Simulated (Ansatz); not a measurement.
**Phonons of BaS (Fm-3m) against volume**

Does BaS (Fm-3m) expand much on heating, by its phonons?

Method: DFT LDA, scalar-relativistic, plane waves, PAW; PAW set soft_1, in Ansatz 0.2.0.

## (1) Starting point

The structure is cubic, space group Fm-3m (No. 225). Conventional cell: a = 6.272 Å, b = 6.272 Å, c = 6.272 Å, α = 90.00°, β = 90.00°, γ = 90.00°. Nearest to Ba lie 6 S at 3.14 Å. S has 6 Ba at 3.14 Å nearest. Farther neighbours and most contacts between anions are not listed.

## (2) The dispersion

The cell comes from relaxations at this level that are not shown. Stability and thermal properties need the whole zone. Linear response on a 4×4×4 q mesh gives force constants as far as a supercell of that size would, and the tensors from the zone-centre run are typed in so that the long-range dipole term is interpolated apart.

input.yaml

```yaml
crystal:
  lattice:
    - [0.0, 3.1357693427, 3.1357693427]
    - [3.1357693427, 0.0, 3.1357693427]
    - [3.1357693427, 3.1357693427, 0.0]
  atoms:
    - { symbol: Ba, position: [0.0, 0.0, 0.0] }
    - { symbol: S, position: [0.5, 0.5, 0.5] }
kpoints:
  mp_grid: { grid: [8, 8, 8] }
hamiltonian:
  xc: lda
  pseudopotentials: { kind: paw, azcp: { folder: soft_1 }, xc_functional: pbe }
scf:
  occupations: { method: fixed }
output:
  eigenvalues: true
phonons:
  method: dfpt
  qmesh: [4, 4, 4]
  temperatures: { t_max: 1000, t_step: 50 }
  qpath:
    path:
      - [[0.0, 0.0, 0.0], [0.5, 0.0, 0.5], [0.625, 0.25, 0.625]]
      - [[0.375, 0.375, 0.75], [0.0, 0.0, 0.0], [0.5, 0.5, 0.5], [0.5, 0.25, 0.75], [0.5, 0.0, 0.5]]
    npoints: 10
  non_analytic_term:
    high_frequency_dielectric_tensor: [[5.1302, 0.0, 0.0], [0.0, 5.1302, 0.0], [0.0, 0.0, 5.1302]]
    born_effective_charges:
      - { species: Ba, tensor: [[2.6304, 0.0, 0.0], [0.0, 2.6304, 0.0], [0.0, 0.0, 2.6304]] }
      - { species: S, tensor: [[-2.6304, 0.0, 0.0], [0.0, -2.6304, 0.0], [0.0, 0.0, -2.6304]] }
    source: "zone-centre run at this cell"
```

Launch:

```bash
> ansatz run input.yaml --threads 4 --pin off --max-ram 10240MiB --backend cpu --events-out ev --progress --plain --runs-dir out
```

Numbers of over 12 decimals in the logs are rounded to 6 here.

The log of the run:

```text
Engine: ansatz 0.2.0, x86_64-unknown-linux-gnu
Pseudopotentials: kind: paw
Pseudopotential: Ba, paw, valence charge 10, recommended cutoff 420 eV (normal), soft_1/Ba.paw.azcp
Pseudopotential: S, paw, valence charge 6, recommended cutoff 420 eV (normal), soft_1/S.paw.azcp
Functional definition: SPW92
  exchange = slater_x
  correlation = pw_c
Crystal: 2 atoms, lattice volume = 61.668 Å³
Basis set: ecut = 420 eV, 1243 PW (Γ), exchange–correlation on 60×60×60 points (8 copies of the dense FFT grid, shifted against one another)
Bands: 12, of which v1, the nominal top of the filled ones, is band 8 counted from 1 (7 counted from 0)
Symmetry: 48 space group operations
k-points: 29 of 512
Non-local potential: Ba, projectors of the file, l = 0: 3, l = 1: 2, l = 2: 2, l = 3: 2
Non-local potential: S, projectors of the file, l = 0: 2, l = 1: 2, l = 2: 1
PAW form: soft (Blöchl's): semilocal exchange-correlation on the pseudo side does not see the compensation charge
PAW frozen core: Ba, regenerated for the run's functional, and the local potential with it (the file was generated under x = pbe(κ = 0.804, μ = 0.219515), c = pbe(β = 0.066725))
PAW frozen core: S, regenerated for the run's functional, and the local potential with it (the file was generated under x = pbe(κ = 0.804, μ = 0.219515), c = pbe(β = 0.066725))
PAW one-centre angular grid: Ba, 194 points (default); XC on 64 Gauss nodes
PAW one-centre angular grid: S, 110 points (default); XC on 64 Gauss nodes
Initial density: superposition of atomic densities (chi_scale 0.1, normalization cell, long waves kept (reshape's long-wave potential 0.00 eV rms))
Initial wavefunctions: pseudopotential atomic-orbital guess
Functional: x = slater, c = lda
SCF iter   1: F=—  HF=-6653.776245 eV  |F-HF|=—  |Δ(HF+E_count)|=         —  Δρ=2.24e-2  dr2=5.44e-1  ethr=3.10e-3  ⟨swp⟩=5.5  Hψ=2052  notcnv=0  defer=37
preconditioner: auto → none  [insulator: Δε(μ)=1.632 eV  Ē_g=11.948 eV  n_scr=14 (ndim 8)  ℏωp=17.7 eV  f_vac=0.000  ε∞_Penn≈3.2]
SCF iter   2: F=—  HF=-6653.598354 eV  |F-HF|=—  |Δ(HF+E_count)|=   1.78e-1  Δρ=8.70e-3  dr2=9.08e-2  ethr=3.10e-3  ⟨swp⟩=3.6  Hψ=937  notcnv=0  defer=42
SCF iter   3: F=—  HF=-6653.582648 eV  |F-HF|=—  |Δ(HF+E_count)|=   1.57e-2  Δρ=4.62e-3  dr2=1.59e-2  ethr=5.67e-4  ⟨swp⟩=2.0  Hψ=484  notcnv=0  defer=50
SCF iter   4: F=—  HF=-6653.580348 eV  |F-HF|=—  |Δ(HF+E_count)|=   2.30e-3  Δρ=8.76e-4  dr2=5.56e-4  ethr=9.91e-5  ⟨swp⟩=2.3  Hψ=517  notcnv=0  defer=52
SCF iter   5: F=—  HF=-6653.580399 eV  |F-HF|=—  |Δ(HF+E_count)|=   5.19e-5  Δρ=9.44e-5  dr2=3.49e-6  ethr=3.48e-6  ⟨swp⟩=2.6  Hψ=561  notcnv=0  defer=53
SCF iter   6: F=—  HF=-6653.580402 eV  |F-HF|=—  |Δ(HF+E_count)|=   2.03e-6  Δρ=2.00e-5  dr2=3.71e-7  ethr=2.18e-8  ⟨swp⟩=2.0  Hψ=580  notcnv=0  defer=28
SCF iter   7: F=—  HF=-6653.580400 eV  |F-HF|=—  |Δ(HF+E_count)|=   2.03e-6  Δρ=2.20e-6  dr2=3.97e-9  ethr=2.32e-9  ⟨swp⟩=2.0  Hψ=574  notcnv=0  defer=14
SCF iter   8: F=—  HF=-6653.580400 eV  |F-HF|=—  |Δ(HF+E_count)|=   1.85e-9  Δρ=2.03e-7  dr2=2.96e-11  ethr=2.48e-11  ⟨swp⟩=2.8  Hψ=576  notcnv=0  defer=14
SCF iter   9: F=-6653.580400 eV  HF=-6653.580400 eV  |F-HF|=1.82e-12  |Δ(HF+E_count)|=  1.73e-11  Δρ=1.47e-8  dr2=1.22e-13  ethr=1.00e-12  ⟨swp⟩=9.2  Hψ=2626  notcnv=0
SCF 1 converged in 9 iterations: F = -6653.580400 eV  dr2 = 1.22e-13
  greatest PAW one-centre occupation: 0.956 electrons in one spin orbital (limit 2), on the Ba atom at site 0 (counted from 0), in its partial waves of l = 0
NSCF: frozen V_eff on 29 k-points
NSCF: frozen V_eff on 59 k-points
DFPT response loops at q = (0, 0, 0) (fractional): preconditioner auto → none (the input reference at scf.mixing.eps_inf says where Resta's filter doesn't serve); β = 0.50; Broyden in place of MSR1
NSCF: frozen V_eff on 576 k-points
DFPT response loops at q = (0, 0, 0.25) (fractional): mixed as the last ones told, above
NSCF: frozen V_eff on 300 k-points
DFPT response loops at q = (0, 0, -0.5) (fractional): preconditioner auto → Resta (q_TF=auto, 2.179 Å⁻¹)  ε∞=5.6 (no band partly filled); β = 1.00, the filter's whole step (`scf.mixing.beta` (0.50) is not read by the response loops at its default; to damp them type it under 1.00, their step now; it binds the ground state too); Broyden in place of MSR1
NSCF: frozen V_eff on 328 k-points
DFPT response loops at q = (0, 0.25, 0.25) (fractional): preconditioner auto → none (the input reference at scf.mixing.eps_inf says where Resta's filter doesn't serve); β = 0.50; Broyden in place of MSR1
NSCF: frozen V_eff on 1024 k-points
DFPT response loops at q = (0, 0.25, -0.5) (fractional): preconditioner auto → Resta (q_TF=auto, 2.179 Å⁻¹)  ε∞=5.6 (no band partly filled); β = 1.00, the filter's whole step (`scf.mixing.beta` (0.50) is not read by the response loops at its default; to damp them type it under 1.00, their step now; it binds the ground state too); Broyden in place of MSR1
NSCF: frozen V_eff on 576 k-points
DFPT response loops at q = (0, 0.25, -0.25) (fractional): mixed as the last ones told, above
NSCF: frozen V_eff on 190 k-points
DFPT response loops at q = (0, -0.5, -0.5) (fractional): mixed as the last ones told, above
NSCF: frozen V_eff on 328 k-points
DFPT response loops at q = (0.25, -0.5, -0.25) (fractional): mixed as the last ones told, above
SCF converged after 9 iterations
Free energy (F): -6653.580400 eV
Harris-Foulkes:  -6653.580400 eV  (|F-HF|=1.82e-12)
Internal energy: -6653.580400 eV  (E = F + TS)
E sigma→0 (E₀):  -6653.580400 eV
Fermi energy:    6.083156 eV
--- Per-component energies (eV) ---
  E_band       = -45.338187
  E_kinetic    = 267.039792
  E_local      = -416.700018  (includes V_loc(G=0)·N_el)
  E_nonlocal   = 131.871060
  E_hartree    = 120.155466
  E_xc         = -286.013733
  E_vxc        = -213.128535  (∫ρ·V_xc dr)
  E_paw        = -5604.410146  (= ΣΔE_a)
  E_vpaw       = -54.731407  (= ΣTr[D̂ρ^β])
  E_aug_tail   = -0.000004  (compensation charges beyond the density's cutoff)
  E_ewald      = -865.958534
  E_core_change = 0.435718  (= ΣΔE_core)
  E_smearing   = -0.000000  (= −TS)
  E_closure    = 0.000000  (closes the sum)
  Σ components = -6653.580400   (vs F -6653.580400, Δ=0.00e0)
--- Band table (eV; the first three rows and the last of 29) ---
  k-point 0: bands = [... 4 lower, -4.2567, 6.0832, 6.0832, 6.0832, 9.7506, 9.9016, 9.9016, 9.9016]
  k-point 1: bands = [... 4 lower, -3.7925, 5.6475, 5.8625, 5.8625, 9.8745, 10.1384, 10.1384, 10.3815]
  k-point 2: bands = [... 4 lower, -3.2432, 4.8651, 5.4270, 5.4270, 10.0640, 10.8053, 10.8053, 11.6474]
  k-point 28: bands = [... 4 lower, -3.4276, 4.9102, 5.6828, 5.6828, 10.2578, 10.2578, 12.6337, 13.1119]
--- Phonons (Γ-DFPT): 2 representative perturbations + reference (Σ response iterations 6) ---
  ASR residual: 1.788e-5 → 0.000e0 eV/Å²; symmetrization residual: 3.532e-6 eV/Å²
  ASR residual per site (eV/Å²): 1.79e-5 9.52e-6
  Γ frequencies (cm⁻¹): 0.00 0.00 0.00 151.42 151.42 151.42
--- Phonons (arbitrary-q DFPT): 8 irreducible q on the 4×4×4 mesh ---
  q = [0.0000, 0.0000, 0.0000] (star 1, of the zone-centre solve; hermiticity 3.22e-6, symmetrization 3.00e-13): -0.00 -0.00 0.00 151.42 151.42 151.42
  q = [0.0000, 0.0000, 0.2500] (star 8, 2 solved perturbations on 288 of 512 k-point pairs; hermiticity 1.30e-6, symmetrization 1.61e-13): 57.35 57.35 88.98 163.49 163.49 244.49
  q = [0.0000, 0.0000, -0.5000] (star 4, 2 solved perturbations on 150 of 512 k-point pairs; hermiticity 4.70e-14, symmetrization 1.26e-13): 77.81 77.81 137.05 173.48 173.48 228.09
  q = [0.0000, 0.2500, 0.2500] (star 6, 4 solved perturbations in 528 linear systems a pass and spin channel, the states on 164 of 512 k-point pairs; hermiticity 3.89e-7, symmetrization 3.35e-14): 45.40 45.40 103.57 159.76 159.76 221.20
  q = [0.0000, 0.2500, -0.5000] (star 24, 4 solved perturbations in 1600 linear systems a pass and spin channel, the states on 512 of 512 k-point pairs; hermiticity 8.16e-7, symmetrization 1.15e-14): 72.59 85.91 112.59 166.57 173.35 205.01
  q = [0.0000, 0.2500, -0.2500] (star 12, 4 solved perturbations in 904 linear systems a pass and spin channel, the states on 288 of 512 k-point pairs; hermiticity 1.03e-6, symmetrization 4.82e-14): 70.88 78.05 118.03 169.91 170.84 219.89
  q = [0.0000, -0.5000, -0.5000] (star 3, 4 solved perturbations in 308 linear systems a pass and spin channel, the states on 95 of 512 k-point pairs; hermiticity 1.60e-6, symmetrization 4.79e-14): 62.91 62.91 105.45 160.29 160.29 177.90
  q = [0.2500, -0.5000, -0.2500] (star 6, 4 solved perturbations in 502 linear systems a pass and spin channel, the states on 164 of 512 k-point pairs; hermiticity 1.58e-6, symmetrization 6.92e-14): 88.29 88.29 97.65 172.79 172.79 186.88
  sum rule: each row above includes the acoustic sum rule's correction from the zone centre's row sums; it moved no ω² by more than (0.28 cm⁻¹)²
  mesh force constants: q→R imaginary residual 3.17e-18; ASR residual 1.788e-5 → 0.000e0 eV/Å²; symmetrization residual 5.329e-15 eV/Å²
  interpolated dispersion: 63 rows × 6 modes
  density of states and harmonic sums: on the 20×20×20 q-mesh, interpolated from the force constants of a 4×4×4 supercell (with the dipole–dipole term of supplied tensors)
  largest difference from the sums on the solved wave vectors: F 1.27e-2 eV, S 1.67e-5 and C_V 4.00e-6 eV/K
  zero-point energy: 0.049642 eV/cell   skipped modes (ω ≤ 0): 3   left out of the sums: 6.25e-5 of the cell's modes: C_V's classical limit lies that fraction below 3 k_B per atom; for a crystal, a wire or a layer, F and S can be off by more, and a phonons.interpolated_qmesh denser along its periods is the remedy for the sampling
```

The job ended after 49 s (4 threads of AMD EPYC 9R14 (Zen 4), shared host; peak memory 1.1 GiB).

In the SCF lines HF is the Harris–Foulkes energy and dr2 the Hartree energy of the density residual, in eV; the loop may stop once dr2 is under the threshold and the program's other checks hold. Hψ counts applications of the Hamiltonian.

Numbers from this step:

```
gap on the k-mesh                                          : 1.915 eV
volume per atom                                            : 30.83 Å³
sum-rule residual before enforcement                       : 1.79e-5 eV/Å²
lowest frequency on the path                               : 0 cm⁻¹
point group                                                : m-3m
highest frequency on the path or at a solved wavevector    : 253.6 cm⁻¹
mean frequency                                             : 133.5 cm⁻¹
Debye temperature (second moment)                          : 268 K
logarithmic mean frequency                                 : 120.9 cm⁻¹
highest optical mode at the zone centre (no LO-TO term)    : 151.4 cm⁻¹
lowest optical zone-centre mode                            : 151.4 cm⁻¹
lowest mode on the q mesh (acoustic modes at Γ apart)      : 45.4 cm⁻¹
zero-point energy per atom                                 : 24.82 meV
heat capacity at 300 K                                     : 23.98 J/(mol atoms K)
vibrational entropy at 300 K                               : 39.03 J/(mol atoms K)
edges of the widest gap between branches, on path and mesh : 137.1, 151.4 cm⁻¹
```

Frequencies (cm⁻¹) solved at each irreducible wavevector; negative means imaginary. Frequencies by wavevector, by row:

```tsv
q in reciprocal lattice units	star	mode 1	mode 2	mode 3	mode 4	mode 5	mode 6
0 0 0	1	0	0	0	151.4	151.4	151.4
0 0 0.25	8	57.4	57.4	89	163.5	163.5	244.5
0 0 -0.5	4	77.8	77.8	137.1	173.5	173.5	228.1
0 0.25 0.25	6	45.4	45.4	103.6	159.8	159.8	221.2
0 0.25 -0.5	24	72.6	85.9	112.6	166.6	173.3	205
0 0.25 -0.25	12	70.9	78	118	169.9	170.8	219.9
0 -0.5 -0.5	3	62.9	62.9	105.5	160.3	160.3	177.9
0.25 -0.5 -0.25	6	88.3	88.3	97.7	172.8	172.8	186.9
```

Symmetry leaves 8 wavevectors to solve. The lowest mode among them, the acoustic zeros apart, lies at q = (0, 0.25, 0.25) and is real, 45.4 cm⁻¹.

## (3) Relaxing at another volume, volume ratio 0.97

The volume is scaled by 0.97 and held; symmetry leaves nothing to relax, so this is a single point. The modes can then be followed against volume.

input.yaml, the sections that differ from step 2:

```yaml
crystal:
  lattice:
    - [0.0, 3.1040927392, 3.1040927392]
    - [3.1040927392, 0.0, 3.1040927392]
    - [3.1040927392, 3.1040927392, 0.0]
  atoms:
    - { symbol: Ba, position: [0.0, 0.0, 0.0] }
    - { symbol: S, position: [0.5, 0.5, 0.5] }
output:
  forces: true
  stress: true
  eigenvalues: true
# kpoints, hamiltonian, scf: as in step 2
# phonons: removed
```

The log of the run:

```text
[...]
Crystal: 2 atoms, lattice volume = 59.818 Å³
Basis set: ecut = 420 eV, 1211 PW (Γ)
Bands: 12, of which v1, the nominal top of the filled ones, is band 8 counted from 1 (7 counted from 0)
Symmetry: 48 space group operations
[...]
k-points: 29 of 512
[...]
--- Band table (eV; the first three rows and the last of 29) ---
  k-point 0: bands = [... 4 lower, -3.9871, 6.3955, 6.3955, 6.3955, 10.2138, 10.2138, 10.2138, 10.2283]
  k-point 1: bands = [... 4 lower, -3.4378, 5.9490, 6.1612, 6.1612, 10.1951, 10.4583, 10.4583, 10.8630]
  k-point 2: bands = [... 4 lower, -2.8490, 5.1430, 5.7023, 5.7023, 10.3928, 11.1472, 11.1472, 12.1554]
  k-point 28: bands = [... 4 lower, -3.0542, 5.1747, 6.0275, 6.0275, 10.5887, 10.5887, 13.1072, 13.5630]
[key lines of the parts left out:]
SCF converged after 7 iterations
Free energy (F): -6653.571055 eV
Fermi energy:    6.395455 eV
P = ⅓ Tr σ = 1.6594 GPa (16.594 kbar)
```

It took 0.42 s on 4 threads; peak memory 0.39 GiB.

Numbers from this step:

```
pressure           : 1.659 GPa
gap on the k-mesh  : 1.857 eV
volume per atom    : 29.91 Å³
direct gap on mesh : 1.901 eV
```

At this level the gap is 1.86 eV on the k-mesh of the self-consistent run, which can miss the band edges.

(Part 1 of 2 ends here.)

[Logs are printed without paths, hosts, clocks, repeated set-up lines and the standing remarks that a program may print on its own settings, such as how far it seeks lower states.]

[Hosts, paths, dates, database ids (printed as entryN), source tags and the programs' standing remarks are cut or masked in the printed files.]
